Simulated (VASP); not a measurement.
Set up this calculation in VASP 6.6.1, as the native input.

* Task: band structure
* Functional: TB-mBJ
* Potentials or basis: VASP PAW PBE potentials, release 64 (Sn_d, S)
* Cutoff: 520 eV
* k mesh: 2 × 6 × 6
* Occupations: gaussian, width 0.03 eV
* Spin: spin-orbit coupling, no magnetisation
* Further INCAR settings: ALGO = Normal; EDIFF = 1e-06

SnS:

```
Sn S
1.0
    11.10224    0.00000    0.00000
     0.00000    3.98561    0.00000
     0.00000    0.00000    4.22986
Sn S
4 4
Direct
  0.11852 0.25000 0.10999
  0.38148 0.75000 0.60999
  0.61852 0.25000 0.39001
  0.88148 0.75000 0.89001
  0.85325 0.25000 0.47437
  0.64675 0.75000 0.97437
  0.35325 0.25000 0.02563
  0.14675 0.75000 0.52563
```

One way to write it, as run:

POSCAR

```
SnS                                     
1.0
   11.1022381053      0.0000000000      0.0000000000
    0.0000000000      3.9856084138     -0.0000000000
    0.0000000000      0.0000000000      4.2298611247
  Sn              S             
     4     4
Direct
     0.1185162781974909    0.2500000000000000    0.1099914101621251
     0.3814837218025092    0.7500000000000000    0.6099914101621250
     0.6185162781974910    0.2500000000000000    0.3900085898378749
     0.8814837218025090    0.7500000000000000    0.8900085898378750
     0.8532534565978834    0.2500000000000000    0.4743738979948287
     0.6467465434021166    0.7500000000000000    0.9743738979948288
     0.3532534565978835    0.2500000000000000    0.0256261020051713
     0.1467465434021167    0.7500000000000000    0.5256261020051712
```

INCAR.step1

```
  PREC = Accurate
  ENCUT = 520
  EDIFF = 1E-5
  ISMEAR = 0
  SIGMA = 0.03
  LREAL = F
  LASPH = T
  NELM = 80
  ALGO = Normal
  ISIF = 2
  LWAVE = T
  LCHARG = F
  LNONCOLLINEAR = T
  MAGMOM = 0 0 0 0 0 0 0 0 0 0 0 0 0 0 0 0 0 0 0 0 0 0 0 0
  LORBIT = 11
  LSORBIT = T
  GGA_COMPAT = F
  KPAR = 2
  GGA = PE
```

INCAR.step2

```
  PREC = Accurate
  ENCUT = 520
  EDIFF = 1E-6
  ISMEAR = 0
  SIGMA = 0.03
  LREAL = F
  LASPH = T
  NELM = 80
  ALGO = Normal
  ISIF = 2
  LWAVE = F
  LCHARG = F
  LNONCOLLINEAR = T
  MAGMOM = 0 0 0 0 0 0 0 0 0 0 0 0 0 0 0 0 0 0 0 0 0 0 0 0
  LORBIT = 11
  LSORBIT = T
  GGA_COMPAT = F
  METAGGA = MBJ
  KPAR = 2
  ISTART = 1
```

KPOINTS

```
regular mesh
0
Gamma
  2 6 6
```

KPOINTS_OPT

```
explicit points
198
Reciprocal
 0.0000000000  0.0000000000  0.0000000000 1
 0.0000000000  0.0555555556  0.0000000000 1
 0.0000000000  0.1111111111  0.0000000000 1
 0.0000000000  0.1666666667  0.0000000000 1
 0.0000000000  0.2222222222  0.0000000000 1
 0.0000000000  0.2777777778  0.0000000000 1
[... 190 lines left out ...]
 0.0000000000  0.5000000000  0.0241422100 1
 0.0000000000  0.5000000000 -0.0241422100 1
```

Potentials or basis: VASP PAW PBE potentials, release 64 (Sn_d, S).

Launch:

```sh
$ cat potpaw_PBE.64/Sn_d/POTCAR potpaw_PBE.64/S/POTCAR > POTCAR
$ cp INCAR.step1 INCAR
$ mpirun -np 2 vasp_ncl > vasp.out
$ cp INCAR.step2 INCAR
$ mpirun -np 2 vasp_ncl > vasp.out
```

Results of the run:

```yaml
Valence_electrons_inside_the_program's_atomic_spheres: Sn 11.93; S 3.89
```

It took 81 min on 2 MPI ranks on AMD EPYC 9R45 96-Core Processor (Zen 5) (shared host), peak memory 1.6 GiB a rank.
